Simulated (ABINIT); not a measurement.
NbP:

```xyz
4
Lattice="-1.6749 1.6749 5.7401 1.6749 -1.6749 5.7401 1.6749 1.6749 -5.7401" Properties=species:S:1:pos:R:3 pbc="T T T"
Nb    1.6749    0.0000    2.8687
Nb    0.0000    0.0000    5.7387
P     0.0000    1.6749    3.8200
P     0.0000    0.0000    0.9500
```

The cell is a database's computed one.

Base run:

| Property | Result |
| --- | --- |
| Program | ABINIT 10.8.3 (patched build) |
| Functional | PBEsol |
| Potentials or basis | JTH PAW PBE v2.0 |
| Cutoff | 544 eV |
| k mesh | 9 × 9 × 9 |
| Occupations | fermi-dirac, width 0.05 eV |
| Spin | no spin polarisation |

Its results: band gap on the k mesh none (metal or under the smearing width); pressure -6.5 GPa; largest force 0.012 eV/Å.

The run is repeated on the same cell with these changes: functional from PBEsol to PBE. What comes out?

Band gap on the k mesh none (metal or under the smearing width); pressure -1.4 GPa; largest force 0.010 eV/Å.

PBE binds less tightly than PBEsol, so the same cell stands under more pressure.

Caveats: the PAW data sets were made with another functional, which shifts forces and pressure a little (some runs).
